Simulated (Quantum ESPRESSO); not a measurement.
Here is a Quantum ESPRESSO 7.5 calculation.

run.py

```python
import numpy as np
from ase.calculators.espresso import Espresso, EspressoProfile
from ase.io import read

atoms = read('W2C.xyz')

input_data = {
    'control': {'calculation': 'scf', 'prefix': 'pwscf', 'outdir': './tmp', 'tprnfor': True, 'tstress': True, 'disk_io': 'nowf'},
    'system': {'ecutwfc': 55.0, 'ecutrho': 440.0, 'nbnd': 24, 'occupations': 'smearing', 'smearing': 'fd', 'degauss': 0.00367493},
    'electrons': {'conv_thr': 6e-10, 'electron_maxstep': 120, 'mixing_beta': 0.5},
}
pseudopotentials = {'C': 'C.pbe-n-kjpaw_psl.1.0.0.UPF', 'W': 'W_pbe_v1.2.uspp.F.UPF'}
profile = EspressoProfile(command='pw.x', pseudo_dir='pseudo')
atoms.calc = Espresso(profile=profile, input_data=input_data, pseudopotentials=pseudopotentials, kpts=(10, 10, 6), koffset=(0, 0, 0))

print(f'energy {atoms.get_potential_energy():.8f} eV')
print('forces (eV/A)')
print(np.round(atoms.get_forces(), 6))
print('stress (eV/A^3, Voigt)')
print(np.round(atoms.get_stress(), 8))
print(f'Fermi level {atoms.calc.get_fermi_level():.4f} eV')
```

Contents of W2C.xyz:

```xyz
3
Lattice="3.0700456420 0.0000000000 0.0000000000 -1.5350228210 2.6587375167 0.0000000000 0.0000000000 0.0000000000 4.6784280000" Properties=species:S:1:pos:R:3 pbc="T T T"
W      1.5350228212      0.8862458388      1.1867721523
W     -0.0000000002      1.7724916779      3.4916558477
C      0.0000000000      0.0000000000      0.0000000000
```

Potentials or basis: SSSP 1.3 efficiency PBE.

Run with:

```sh
$ OMP_NUM_THREADS=1 python run.py
```

Task: Estimate the pressure.

Result: -1.3 GPa.

Task: Estimate the band gap on the k mesh.

Result: None (metal or under the smearing width).

Task: Predict the largest force.

Result: 0.070 eV/Å.

Stress tensor (GPa, compression positive):
```
-1.62  0.00  0.00
 0.00 -1.62  0.00
 0.00  0.00 -0.54
```

Spin-orbit coupling is left out, which matters for the levels of W.
